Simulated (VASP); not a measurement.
# In (Im-3m) in VASP: a series of runs

The runs below take In through equation of state, with PBEsol, PBE.

All numbers are computed with VASP 6.6.1; they aren't measurements. Logs are shortened: lines on timing, memory, paths and dates and some standing lists are left out, and cuts for length are marked.

## (1) The structure

Symmetry: Im-3m, No. 229, cubic system. The conventional cell has a = 3.765 Å, b = 3.765 Å, c = 3.765 Å, α = 90.00°, β = 90.00°, γ = 90.00°. Around In (site symmetry m-3m) lie 8 In at 3.26 Å.

This isn't the form of In at room conditions, which is tetragonal.

## (2) Equation of state, PBEsol, 25.08 Å³/atom (volume scaled by 0.94)

INCAR reads:

```
SYSTEM = In
  PREC = Accurate
  ENCUT = 520
  EDIFF = 1E-7
  ISMEAR = -1
  SIGMA = 0.05
  LREAL = .FALSE.
  LASPH = .TRUE.
  NELM = 80
  ALGO = Normal
  ISIF = 2
  LWAVE = .FALSE.
  LCHARG = .FALSE.
  GGA = PS
  NBANDS = 12
```

KPOINTS reads:

```
Automatic mesh
0
G
  10 10 10
  0 0 0
```

POSCAR reads:

```
In
1.0
   -1.8440955744      1.8440955744      1.8440955744
    1.8440955744     -1.8440955744      1.8440955744
    1.8440955744      1.8440955744     -1.8440955744
In
1
Direct
    0.0000000000      0.0000000000      0.0000000000
```

Potentials or basis: VASP PAW PBE potentials, release 64 (In_d).

Started as:

```console
cat potpaw_PBE.64/In_d/POTCAR > POTCAR
mpirun -np 1 vasp_std > vasp.out
```

OUTCAR:

```text
SYSTEM = In
   PREC = Accurate
   ENCUT = 520
   EDIFF = 1E-7
   ISMEAR = -1
   LREAL = .FALSE.
   LASPH = .TRUE.
   NELM = 80
   ISIF = 2
   GGA = PS

 Found     47 irreducible k-points:

 Following reciprocal coordinates:
            Coordinates               Weight
  0.000000  0.000000  0.000000      1.000000
  0.100000  0.000000  0.000000     12.000000
  0.200000  0.000000  0.000000     12.000000
  0.300000  0.000000  0.000000     12.000000
  0.400000  0.000000  0.000000     12.000000
  0.500000  0.000000  0.000000      6.000000
   k-points           NKPTS =     47   k-points in BZ     NKDIM =     47   number of bands    NBANDS=     12
   number of dos      NEDOS =    301   number of ions     NIONS =      1
   total plane-waves  NPLWV =  13824
   dimension x,y,z NGX =    24 NGY =   24 NGZ =   24
   dimension x,y,z NGXF=    48 NGYF=   48 NGZF=   48
   ions per type =               1
   NGX,Y,Z   is equivalent  to a cutoff of  12.49, 12.49, 12.49 a.u.
   NGXF,Y,Z  is equivalent  to a cutoff of  24.98, 24.98, 24.98 a.u.
 SYSTEM =  In
   PREC   = accura    normal or accurate (medium, high low for compatibility)
   ISTART =      0    job   : 0-new  1-cont  2-samecut
   ICHARG =      2    charge: 1-file 2-atom 10-const
   ISPIN  =      1    spin polarized calculation?
   LNONCOLLINEAR =      F non collinear calculations
   LSORBIT =      F    spin-orbit coupling
   LASPH  =      T    aspherical Exc in radial PAW
   ENCUT  =  520.0 eV  38.22 Ry    6.18 a.u.   5.94  5.94  5.94*2*pi/ulx,y,z
   NELM   =     80;   NELMIN=  2; NELMDL= -5     # of ELM steps
   EDIFF  = 0.1E-06   stopping-criterion for ELM
   LREAL  =      F    real-space projection
   EDIFFG = 0.1E-05   stopping-criterion for IOM
   NSW    =      0    number of steps for IOM
   IBRION =     -1    ionic relax: 0-MD 1-quasi-New 2-CG
   NFREE  =      0    steps in history (QN), initial steepest desc. (CG)
   ISIF   =      2    stress and relaxation
   ISYM   =      2    0-nonsym 1-usesym 2-fastsym
   POTIM  = 0.5000    time-step for ionic-motion
   TEBEG  =    0.0;   TEEND  =   0.0 temperature during run
   PSTRESS=    0.0 pullay stress
   NELECT =      13.0000    total number of electrons
   NUPDOWN=      -1.0000    fix difference up-down
   EMIN   =  10.00;   EMAX   =-10.00  energy-range for DOS
   EFERMI =   0.00;   METHOD = LEGACY
   ISMEAR =    -1;   SIGMA  =   0.05  broadening in eV -4-tet -1-fermi 0-gaus
   EFERMI_NEDOS =   21; number of points for ismear=-14 and -15
   IALGO  =     38    algorithm
   IMIX   =      4    mixing-type and parameters
     AMIX     =   0.40;   BMIX     =  1.00
     AMIX_MAG =   1.60;   BMIX_MAG =  1.00
  volume/ion in A,a.u.               =      25.08       169.28
  Fermi-wavevector in a.u.,A,eV,Ry     =   1.314980  2.484952 23.526824  1.729173
  Thomas-Fermi vector in A             =   2.445195
   LORBIT       =      0    0 simple, 1 ext, 2 COOP (PROOUT), +10 PAW based schemes
   GGA     = PS    functional components
   LHFCALC =     F    Hartree Fock is set to
   AEXX    =    0.0000 exact exchange contribution
   IVDW    =     0    specifies the selected vdW correction
   LEPSILON=     F    determine dielectric tensor
   LRPA    =     F    only Hartree local field effects (RPA)
 non-spin polarized calculation
  energy-cutoff  :      520.00
  volume of cell :       25.08
 maximum number of plane-waves:       687
   NGX = 11   NGY = 11   NGZ = 11

 number of electron      12.9999992 magnetization

 Free energy of the ion-electron system (eV)
  ---------------------------------------------------
  ext. energy  EPLUGINS =         0.00000000
  ---------------------------------------------------
  free energy    TOTEN  =        -2.97481245 eV

  energy without entropy =       -2.97004128  energy(sigma->0) =       -2.97242687

 E-fermi :   7.7698     XC(G=0): -10.6096

 val. band max:        7.7233058668   @ k =   0.3000   0.3000   0.0000
 cond. band min:       7.8087982120   @ k =  -0.4000   0.4000   0.2000
 fundamental gap:      0.0854923452
 Fermi energy:         7.7697760910

 k-point     1 :       0.0000    0.0000    0.0000
  band No.  band energies     occupation
      1      -6.8029      2.00000
      2      -6.8029      2.00000
      3      -6.8029      2.00000
      4      -6.4902      2.00000
      5      -6.4902      2.00000
      6      -2.0148      2.00000
      7      19.4070      0.00000
      8      19.4070      0.00000
      9      19.4070      0.00000
     10      20.9770      0.00000
     11      20.9770      0.00000
     12      20.9770      0.00000

 k-point     2 :       0.1000    0.0000    0.0000
  band No.  band energies     occupation
      1      -6.8153      2.00000
      2      -6.7927      2.00000
      3      -6.7568      2.00000
      4      -6.5031      2.00000
      5      -6.4905      2.00000
      6      -1.7748      2.00000
      7      17.1415      0.00000
      8      18.3402      0.00000
      9      18.7626      0.00000
     10      20.0644      0.00000
     11      20.3283      0.00000
     12      20.9136      0.00000

 k-point     3 :       0.2000    0.0000    0.0000
  band No.  band energies     occupation
      1      -6.8476      2.00000
      2      -6.7801      2.00000
      3      -6.6338      2.00000
      4      -6.5280      2.00000
      5      -6.4911      2.00000
      6      -1.0443      2.00000
      7      13.4865      0.00000
      8      16.6407      0.00000
      9      17.4388      0.00000
     10      19.3047      0.00000
     11      19.4202      0.00000
     12      21.5811      0.00000

 k-point     4 :       0.3000    0.0000    0.0000
  band No.  band energies     occupation
      1      -6.8874      2.00000
      2      -6.7996      2.00000
      3      -6.5322      2.00000
      4      -6.4915      2.00000
      5      -6.4768      2.00000
      6       0.1916      2.00000
      7      10.0084      0.00000
      8      15.2046      0.00000
      9      16.2955      0.00000
     10      18.7389      0.00000
     11      18.7609      0.00000
     12      22.8397      0.00000

 k-point     5 :       0.4000    0.0000    0.0000
  band No.  band energies     occupation
      1      -6.9193      2.00000
      2      -6.8401      2.00000
      3      -6.5162      2.00000
      4      -6.4913      2.00000
      5      -6.3454      2.00000
      6       1.9297      2.00000
      7       6.8953      2.00000
      8      14.2685      0.00000
      9      15.5661      0.00000
     10      18.3318      0.00000
     11      18.4554      0.00000
     12      24.4572      0.00000

 k-point     6 :       0.5000    0.0000    0.0000
  band No.  band energies     occupation
      1      -6.9315      2.00000
      2      -6.8595      2.00000
      3      -6.5072      2.00000
      4      -6.4912      2.00000
      5      -6.2942      2.00000
      6       3.9029      2.00000
      7       4.4602      2.00000
      8      13.9439      0.00000
      9      15.3172      0.00000
     10      18.1971      0.00000
     11      18.3592      0.00000
     12      25.4768      0.00000

 [... further k-points ...]
[... 5 lines left out ...]
  --------------------------------------------------------------------------------------
  -------------------------------------------------------------------------------------
  Total        0.1849695      0.1849695      0.1849695      0.0000000     -0.0000000      0.0000000
  in kB       11.8140923     11.8140923     11.8140923      0.0000000     -0.0000000      0.0000000
  external PRESSURE =      11.8140923 kB  Pullay stress =       0.0000000 kB

 VOLUME and BASIS-vectors are now :
 -----------------------------------------------------------------------------
  energy-cutoff  :      520.00
  volume of cell :       25.08
      direct lattice vectors                 reciprocal lattice vectors
    -1.844095574  1.844095574  1.844095574     0.000000000  0.271135622  0.271135622
     1.844095574 -1.844095574  1.844095574     0.271135622  0.000000000  0.271135622
     1.844095574  1.844095574 -1.844095574     0.271135622  0.271135622  0.000000000

 POSITION                                       TOTAL-FORCE (eV/Angst)
 -----------------------------------------------------------------------------------
      0.00000      0.00000      0.00000        -0.000000     -0.000000     -0.000000
 -----------------------------------------------------------------------------------
    total drift:                                0.000000      0.000000     -0.000000

  FREE ENERGIE OF THE ION-ELECTRON SYSTEM (eV)
  ---------------------------------------------------
  free  energy   TOTEN  =        -2.9748124546 eV

  energy  without entropy=       -2.9700412836  energy(sigma->0) =       -2.97242687
```

It took 7.7 s on 1 thread of Intel Xeon Platinum 8259CL at 2.50GHz (Skylake/Cascade Lake), shared host; peak memory 0.14 GiB.

What came out:

```yaml
Free_energy: -2.9748 eV
Pressure: 1.2 GPa
Band_gap_on_the_k_mesh: none (metal or under the smearing width)
```

Caveat: the PAW data sets were made with another functional, which shifts forces and pressure a little.

## (3) Equation of state, PBEsol, 25.62 Å³/atom (volume scaled by 0.96)

INCAR is that of step 2.

KPOINTS is that of step 2.

POSCAR reads:

```
In
1.0
   -1.8570825908      1.8570825908      1.8570825908
    1.8570825908     -1.8570825908      1.8570825908
    1.8570825908      1.8570825908     -1.8570825908
In
1
Direct
    0.0000000000      0.0000000000      0.0000000000
```

Potentials or basis: VASP PAW PBE potentials, release 64 (In_d).

Started as:

```console
cat potpaw_PBE.64/In_d/POTCAR > POTCAR
mpirun -np 1 vasp_std > vasp.out
```

Wall time 9.3 s (1 thread of Intel Xeon Platinum 8259CL at 2.50GHz (Skylake/Cascade Lake), shared host); peak memory 0.14 GiB.

It converged, with:

* Free energy: -2.9774 eV
* Pressure: 0.2 GPa
* Band gap on the k mesh: none (metal or under the smearing width)

Caveat: the PAW data sets were made with another functional, which shifts forces and pressure a little.

[end of part 1 of 2]
